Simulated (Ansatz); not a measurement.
Task: a band structure of AlN, space group P6_3/mmc, with the Python package of Ansatz (0.2.0). Give the script and its output. Level of theory: r2SCAN, PAW, cutoff 600 eV, 6×6×4 k-points, Fermi-Dirac smearing of 0.1 eV.

```
Al N
1.0
     3.31212    0.00000    0.00000
    -1.65606    2.86838    0.00000
     0.00000    0.00000    4.18756
Al N
2 2
Direct
  0.33333 0.66667 0.75000
  0.66667 0.33333 0.25000
  0.33333 0.66667 0.25000
  0.66667 0.33333 0.75000
```

`aln.py`:
```python
# -*- coding: utf-8 -*-
'''Band structure of AlN.'''

import ansatz as az
import numpy as np

lattice = az.Lattice.of(
    (3.31212, 0.0, 0.0),
    (-1.65606, 2.86838, 0.0),
    (0.0, 0.0, 4.18756),
)
sites = [
    ('Al', (1 / 3, 2 / 3, 0.75)),
    ('Al', (2 / 3, 1 / 3, 0.25)),
    ('N', (1 / 3, 2 / 3, 0.25)),
    ('N', (2 / 3, 1 / 3, 0.75)),
]
crystal = az.Crystal(lattice=lattice)
for symbol, position in sites:
    crystal = crystal.atom(symbol, position)

# vertices of the path, as fractions of the reciprocal vectors
path = [
    ('G', (0.0, 0.0, 0.0)),
    ('M', (0.5, 0.0, 0.0)),
    ('K', (0.33333, 0.33333, 0.0)),
    ('G', (0.0, 0.0, 0.0)),
    ('A', (0.0, 0.0, 0.5)),
    ('L', (0.5, 0.0, 0.5)),
    ('H', (0.33333, 0.33333, 0.5)),
]
base = (
    crystal.calculation()
    .functional('r2SCAN')
    .basis(600)
    .kpoints(6, 6, 4)
    .occupations('Fermi-Dirac')
    .band_structure([point for _, point in path], intervals=8)
    .scf(extra_bands=8)
    .band_table()
)
out = base.run()
data = out.report

n_atoms = len(data['lattice']['sites'])
print('F =', round(data['free_energy_ev'], 4), 'eV for', n_atoms, 'atoms')
print('E(sigma -> 0) =', round(data['energy_sigma0_ev'], 4), 'eV, TS =', round(data['entropy_ts_ev'], 5), 'eV')
print('closed by', data['closed_by'], 'after', data['n_iterations'], 'iterations')

print('band  energy (eV)  occupation (first spin channel), at k =', data['kpoints_frac'][0])
for band, (e, occ) in enumerate(zip(data['eigenvalues_ev'][0], data['occupations'][0]), start=1):
    print(f'{band:4d} {e:12.4f} {occ:9.4f}')

bands = out.band_structure()
fermi = bands.fermi_energy_ev
print(f'zero of the bands: {fermi:.3f} eV, the Fermi level found on the SCF mesh')
for spin, channel in enumerate(bands.channels):
    levels = channel.eigenvalues_ev - fermi
    crossing = [b for b in range(levels.shape[1]) if levels[:, b].min() < 0 < levels[:, b].max()]
    print(f'channel {spin}: bands that cross the Fermi level on this path:', [b + 1 for b in crossing] or 'none')
    shown = crossing or sorted(np.argsort(np.abs(levels).min(axis=0))[:2])
    for k, row in zip(bands.kpoints_frac, levels[:, shown]):
        print(f'{k[0]:7.3f} {k[1]:7.3f} {k[2]:7.3f}  ', ' '.join(f'{e:8.3f}' for e in row))
```

```console
$ python aln.py
F = -1856.5092 eV for 4 atoms
E(sigma -> 0) = -1856.5092 eV, TS = 0.0 eV
closed by deck_thresholds after 7 iterations
band  energy (eV)  occupation (first spin channel), at k = [0.0, 0.0, 0.0]
   1      -8.8326    2.0000
   2      -5.2286    2.0000
   3       1.7610    2.0000
   4       5.4092    2.0000
   5       5.4092    2.0000
   6       7.1178    2.0000
   7       7.1178    2.0000
   8       8.8141    2.0000
   9      12.6391    0.0000
  10      14.0042    0.0000
  11      17.8543    0.0000
  12      17.8543    0.0000
  13      20.9554    0.0000
  14      20.9554    0.0000
  15      21.5072    0.0000
  16      21.5072    0.0000
zero of the bands: 10.728 eV, the Fermi level found on the SCF mesh
channel 0: bands that cross the Fermi level on this path: none
  0.000   0.000   0.000     -1.914    1.911
  0.062   0.000   0.000     -1.992    2.134
  0.125   0.000   0.000     -2.220    2.681
  0.187   0.000   0.000     -2.583    3.266
  0.250   0.000   0.000     -3.053    3.477
  0.312   0.000   0.000     -3.420    3.253
  0.375   0.000   0.000     -3.424    2.943
  0.437   0.000   0.000     -3.431    2.720
  0.500   0.000   0.000     -3.434    2.640
  0.479   0.042   0.000     -3.478    2.720
  0.458   0.083   0.000     -3.601    2.950
  0.437   0.125   0.000     -3.783    3.301
  0.417   0.167   0.000     -3.996    3.731
  0.396   0.208   0.000     -4.207    4.177
  0.375   0.250   0.000     -4.380    4.080
  0.354   0.292   0.000     -4.490    3.936
  0.333   0.333   0.000     -4.526    3.888
  0.292   0.292   0.000     -4.418    4.074
  0.250   0.250   0.000     -4.187    4.421
  0.208   0.208   0.000     -3.937    4.212
  0.167   0.167   0.000     -3.366    4.024
  0.125   0.125   0.000     -2.785    3.596
  0.083   0.083   0.000     -2.319    2.886
  0.042   0.042   0.000     -2.018    2.204
  0.000   0.000   0.000     -1.914    1.911
  0.000   0.000   0.062     -2.032    2.010
  0.000   0.000   0.125     -2.352    2.274
  0.000   0.000   0.188     -2.808    2.639
  0.000   0.000   0.250     -3.346    3.049
  0.000   0.000   0.312     -3.929    3.463
  0.000   0.000   0.375     -4.171    3.850
  0.000   0.000   0.437     -4.336    4.172
  0.000   0.000   0.500     -4.506    4.385
  0.062   0.000   0.500     -4.390    4.403
  0.125   0.000   0.500     -4.182    4.392
  0.187   0.000   0.500     -4.001    4.273
  0.250   0.000   0.500     -3.870    4.091
  0.312   0.000   0.500     -3.785    3.932
  0.375   0.000   0.500     -3.737    3.837
  0.437   0.000   0.500     -3.714    3.798
  0.500   0.000   0.500     -3.708    3.790
  0.479   0.042   0.500     -3.633    3.844
  0.458   0.083   0.500     -3.459    4.003
  0.437   0.125   0.500     -3.266    4.251
  0.417   0.167   0.500     -3.092    4.563
  0.396   0.208   0.500     -2.955    4.909
  0.375   0.250   0.500     -2.859    5.248
  0.354   0.292   0.500     -2.803    5.521
  0.333   0.333   0.500     -2.785    5.631
```

Caveats:
- Absolute energies stand on the zero of these potentials, so only differences at equal settings mean something. A total without «per atom» is that of the cell as typed.
- In a crystal with a gap the Fermi level's place inside it depends on smearing and mesh.
- This cell is a computed structure, which may not be the phase found in nature.
- Levels are Kohn-Sham eigenvalues on this mesh.
- It ran for 4.1 s on 1 thread of Arm Neoverse V2, with other jobs on the host, peak memory 0.42 GiB.
